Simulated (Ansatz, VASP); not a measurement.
# Two plane-wave programs on CdSe

INCAR

```
PREC = Accurate
ENCUT = 520
EDIFF = 1E-6
ISMEAR = 0
SIGMA = 0.05
LREAL = False
LASPH = True
NELM = 100
ALGO = Normal
ISIF = 2
LWAVE = False
LCHARG = True
GGA = PE
LELF = True
LVHAR = True
NBANDS = 16
```

KPOINTS

```
regular mesh
0
Gamma
  10 10 10
```

File POSCAR:

```
CdSe
1.0
    0.0000000000      3.1106116637      3.1106116637
    3.1106116637      0.0000000000      3.1106116637
    3.1956350492      3.1956350492     -0.0850233855
Cd Se
1 1
Direct
    0.0000000000      0.0000000000      0.0000000000
    0.7500000000      0.7500000000      0.7500000000
```

Input for Ansatz:

```yaml
crystal:
  lattice:
    - [0.0, 3.1106116637, 3.1106116637]
    - [3.1106116637, 0.0, 3.1106116637]
    - [3.1956350492, 3.1956350492, -0.0850233855]
  atoms:
    - { symbol: Cd, position: [0.0, 0.0, 0.0] }
    - { symbol: Se, position: [0.75, 0.75, 0.75] }
basis:
  ecutwfc: 420
kpoints:
  mp_grid: { grid: [10, 10, 10] }
hamiltonian:
  xc: pbe
scf:
  occupations: { method: gaussian, width: 0.05 }
output:
  forces: true
  stress: true
  eigenvalues: true
```

Alike in both runs: task single point; functional PBE; k mesh 10 × 10 × 10; occupations gaussian, width 0.05 eV; no spin polarisation.

```csv
,VASP,Ansatz
version,VASP 6.6.1,Ansatz 0.2.0
potentials or method,"VASP PAW PBE potentials, release 64 (Cd, Se)","scalar-relativistic, plane waves, PAW"
plane-wave cutoff (eV),520,420
valence electrons in the cell,18,36
```

```csv
,VASP,Ansatz,Ansatz less VASP
gap on the k mesh at the Fermi level (eV),0.37,0.37,+0.003
least direct gap on the mesh (eV),0.37,0.37,+0.003
pressure (GPa),-1.8,-2.0,-0.20
largest component of the traceless stress (GPa),0.77,0.75,-0.018
rms of the force components (eV/Å),0.077,0.072,-0.0046
```

Atom by atom the forces differ by 0.005 eV/Å (rms over components). The two sets of potentials don't hold the same shells in valence.
